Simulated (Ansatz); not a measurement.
The system is TiSi2.

```xyz
3
Lattice="-1.4729 1.7121 4.2121 1.4729 -1.7121 4.2121 1.4729 1.7121 -4.2121" Properties=species:S:1:pos:R:3 pbc="T T T"
Ti    0.0000    0.0000    0.0000
Si    0.0000    0.0000    5.6448
Si    0.0000    0.0000    2.7793
```

The cell comes from a database or a generator and needn't be the stable form of this composition.

```yaml
Program: Ansatz 0.2.0
Task: single point
Functional: PBE
Potentials_or_basis: all-electron LAPW, scalar-relativistic
Cutoff: 218 eV (chosen from the basis error)
Basis_error_allowed: 0.001 eV/atom
k_mesh: 12 × 12 × 12
Occupations: fermi-dirac, width 0.05 eV
Spin: no spin polarisation
```

On this cell: pressure 0.3 GPa; largest force 0.015 eV/Å; band gap on the k mesh none (metal or under the smearing width).

The same run follows on a disturbed copy (atoms moved at random, drawn with an rms of 0.05 Å):

```
Ti Si
1.0
    -1.47287    1.71213    4.21208
     1.47287   -1.71213    4.21208
     1.47287    1.71213   -4.21208
Ti Si
1 2
Direct
  0.99363 0.00244 0.00629
  0.68330 0.66758 0.01412
  0.33705 0.31549 0.99488
```

Task: What does the disturbed cell give?

Result: The energy (extrapolated to zero smearing) moves by +7.0 meV/atom; pressure 0.5 GPa; largest force 0.538 eV/Å; band gap on the k mesh none (metal or under the smearing width).

Forces in eV/Å, atoms in the order of the input:
```
Ti  -0.269  0.379  0.272
Si   0.043 -0.265 -0.111
Si   0.225 -0.113 -0.161
```

Stress tensor (GPa, compression positive):
```
 1.12 -0.09 -0.20
-0.09  0.49  0.07
-0.20  0.07  0.02
```
